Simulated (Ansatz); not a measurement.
The decay constant κ of evanescent states in the gap governs leakage through a thin film.

Given:

```
GeO2
1.0
    4.41242     0.00000     0.00000
    0.00000     4.41242     0.00000
    0.00000     0.00000     2.87651
Ge O
2 4
Direct
  0.50000   0.50000   0.50000
  0.00000   0.00000   0.00000
  0.30577   0.30577   0.00000
  0.69423   0.69423   0.00000
  0.19423   0.80577   0.50000
  0.80577   0.19423   0.50000
```

The cell is taken as given; by r2SCAN it stands under a pressure of -1.0 GPa.

Transport runs along the normal of the first two printed cell vectors, the (001) plane of the conventional cell.

The gap is the functional's own. No spin-orbit coupling. Mid-gap values are those at the computed energy nearest the middle.

**Question.** Compute, with Ansatz (a quantum-chemistry and plane-wave program) with r2SCAN, the band gap and the smallest decay constant κ at mid-gap.

**Answer.** Gap 2.45 eV on a 8×8×10 mesh; κ = 0.225 1/Å, at the zone centre.
